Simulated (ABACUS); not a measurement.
Runs of ABACUS 3.10.1 on Au. It takes space group Pm-3m (No. 221, cubic). Conventional cell: a = 2.748 Å, b = 2.748 Å, c = 2.748 Å, α = 90.00°, β = 90.00°, γ = 90.00°. Au (site symmetry m-3m) has 6 Au at 2.75 Å as nearest neighbours. The cell was built by a generator and needn't be a form met in nature.

| potentials or basis | cutoff (eV) | radial cutoff of the potentials (pseudo_rcut) | gap on the mesh (eV) | pressure (GPa) |
| --- | --- | --- | --- | --- |
| SPMS ONCV 1.0 PBE, plane waves | 1034 | 7 bohr | none | -0.2 |
| GBRV ultrasoft 1.5 PBE, plane waves | 544 | 10 bohr | none | -0.5 |
| SG15 ONCV 1.2 PBE, plane waves | 1034 | 7 bohr | none | -0.2 |
| Ansatz NC PBE, plane waves | 1034 | 7 bohr | none | -0.3 |
| PseudoDojo NC SR 0.4.1 PBE standard, plane waves | 1034 | 7 bohr | none | (a) |

Alike in all rows: task single point; level PBE; no spin polarisation; cell as given; k mesh 7 × 7 × 7; smearing fermi-dirac 0.05 eV.

Q: Estimate the missing entries.

A: (a) -0.6.

A k mesh can miss the band edges, and the runs leave out spin-orbit coupling on Au.

A gap of «none» marks a metal or a gap under the smearing width.

The runs don't all hold the same shells in valence.
